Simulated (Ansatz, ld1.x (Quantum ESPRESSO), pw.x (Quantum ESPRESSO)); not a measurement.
# What a changed setting does to a pw.x run (fcc V)

Potential: norm-conserving Troullier–Martins (Kleinman–Bylander form), ld1.x (Quantum ESPRESSO) 7.5, PBEsol; core [Ar], reference 3d3 4s2 4p0; waves: 4s (bound): rc 2.80 bohr; 4p (bound, empty): rc 3.35 bohr; 3d (bound): rc 1.90 bohr; local part: all-electron potential smoothed inside 1.85 bohr (lloc = -2); core correction: none.

The reference run (k-mesh 15³, cutoffs 85/340 Ry, Fermi–Dirac 0.01 Ry, mixing_beta 0.4, conv_thr 1e-9, no spin) gives -0.31 GPa at 13.441 Å³/atom, where all-electron LAPW gives -0.24 GPa. This run, with its own iteration cap, changes smearing to mv.

```
&control
  calculation='scf', prefix='x', pseudo_dir='./', outdir='./tmp', tstress=.true., disk_io='none'
/
&system
  ibrav=0, nat=1, ntyp=1, ecutwfc=85, ecutrho=340, nbnd=9,
  occupations='smearing', smearing='mv', degauss=0.01
/
&electrons
  conv_thr=1e-09, mixing_beta=0.4, electron_maxstep=60
/
ATOMIC_SPECIES
V 1.0 V.UPF
CELL_PARAMETERS angstrom
  0.00000000 1.88712439 1.88712439
  1.88712439 0.00000000 1.88712439
  1.88712439 1.88712439 0.00000000
ATOMIC_POSITIONS crystal
V 0.0000 0.0000 0.0000
K_POINTS automatic
15 15 15 0 0 0
```

```bash
pw.x < V.scf.in > V.scf.out
```

Task: How does the run end?

Result: It converges in 8 iterations; the free energy moves by +51.0 meV/atom and the pressure by -0.50 GPa. This scheme is built to cancel the term in the square of the width that Fermi–Dirac smearing leaves in the F of a metal.

```
Message from routine setup:
     using ibrav=0 with symmetry is DISCOURAGED, use correct ibrav instead
     lattice parameter (alat)  =       5.0433  a.u.
     unit-cell volume          =      90.7044 (a.u.)^3
     number of electrons       =         5.00
     number of Kohn-Sham states=            9
     kinetic-energy cutoff     =      85.0000  Ry
     charge density cutoff     =     340.0000  Ry
     scf convergence threshold =      1.0E-09
     Exchange-correlation= PBESOL
     number of k points=   120  Marzari-Vanderbilt smearing, width (Ry)=  0.0100
     iteration #  1     ecut=    85.00 Ry     beta= 0.40
     total energy              =     -12.31548100 Ry
     estimated scf accuracy    <       0.06632208 Ry
     iteration #  2     ecut=    85.00 Ry     beta= 0.40
     total energy              =     -12.32325971 Ry
     estimated scf accuracy    <       0.00241242 Ry
     iteration #  3     ecut=    85.00 Ry     beta= 0.40
     negative rho (up, down):  3.051E-07 0.000E+00
     total energy              =     -12.32410803 Ry
     estimated scf accuracy    <       0.00036324 Ry
     iteration #  4     ecut=    85.00 Ry     beta= 0.40
     negative rho (up, down):  1.312E-07 0.000E+00
     total energy              =     -12.32426894 Ry
     estimated scf accuracy    <       0.00002854 Ry
     iteration #  5     ecut=    85.00 Ry     beta= 0.40
     total energy              =     -12.32427850 Ry
     estimated scf accuracy    <       0.00000444 Ry
     iteration #  6     ecut=    85.00 Ry     beta= 0.40
     total energy              =     -12.32428032 Ry
     estimated scf accuracy    <       0.00000002 Ry
     iteration #  7     ecut=    85.00 Ry     beta= 0.40
     total energy              =     -12.32428038 Ry
     estimated scf accuracy    <          8.1E-09 Ry
     iteration #  8     ecut=    85.00 Ry     beta= 0.40
     the Fermi energy is    10.9632 ev
!    total energy              =     -12.32428039 Ry
     estimated scf accuracy    <          2.4E-10 Ry
     smearing contrib. (-TS)   =      -0.00005745 Ry
     The total energy is F=E-TS. E is the sum of the following terms:
     one-electron contribution =       6.68581717 Ry
     hartree contribution      =       0.69104741 Ry
     xc contribution           =      -3.63030982 Ry
     ewald contribution        =     -16.07077770 Ry
     convergence has been achieved in   8 iterations
          total   stress  (Ry/bohr**3)                   (kbar)     P=       -8.09
     Message from routine punch:
     Nothing written, as per user request (disk_io='none')
```

The run took about 14 s on one core of a shared host (Neoverse-V1, 32 threads, 247 GiB, load 12).
